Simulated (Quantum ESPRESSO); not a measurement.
## Bi under changes of volume

One of the cells (34.026 Å³/atom); the others are scaled copies at fixed shape and fractional positions:

```
Bi
1.0
     3.48860   -3.13258    0.00000
     3.48860    3.13258    0.00000
    -1.26023    0.00000    3.11355
Bi
2
Direct
  0.75306 0.75306 0.85738
  0.24694 0.24694 0.14262
```

This isn't the form of Bi at room conditions, which is rhombohedral.

* Program: Quantum ESPRESSO 7.5
* Functional: PBE
* Potentials or basis: SSSP 1.3 efficiency PBE
* Cutoff: 748 eV
* Density cutoff: 5987 eV
* k mesh: 6 × 6 × 9
* Occupations: fermi-dirac, width 0.05 eV
* Spin: no spin polarisation

```csv
volume (Å³/atom),energy over the lowest point (meV/atom),pressure (GPa),largest force (eV/Å)
31.984,?,?,?
32.665,8.41,2.0,0.022
33.345,1.90,0.9,0.016
34.026,0.00,-0.1,0.042
34.706,2.22,-1.1,0.069
35.387,8.09,-1.9,0.094
36.067,17.25,-2.6,0.118
```

Problem. What does the run at 31.984 Å³/atom give?

Solution. Energy over the lowest point 20.08 meV/atom; pressure 3.3 GPa; largest force 0.053 eV/Å.

Worked out: A Birch-Murnaghan fit of order 3 (a polynomial in V^(-2/3)) to the other rows has its minimum at 33.99 Å³/atom with B0 = V·E''(V) = 49 GPa and B' = 4.7 at fixed shape and positions, which overstates the stiffness. It gives 20.10 meV/atom at 31.984 Å³/atom, against the run's 20.08, and -dE/dV = 3.4 GPa, against 3.3.

Energies are extrapolated to zero smearing.
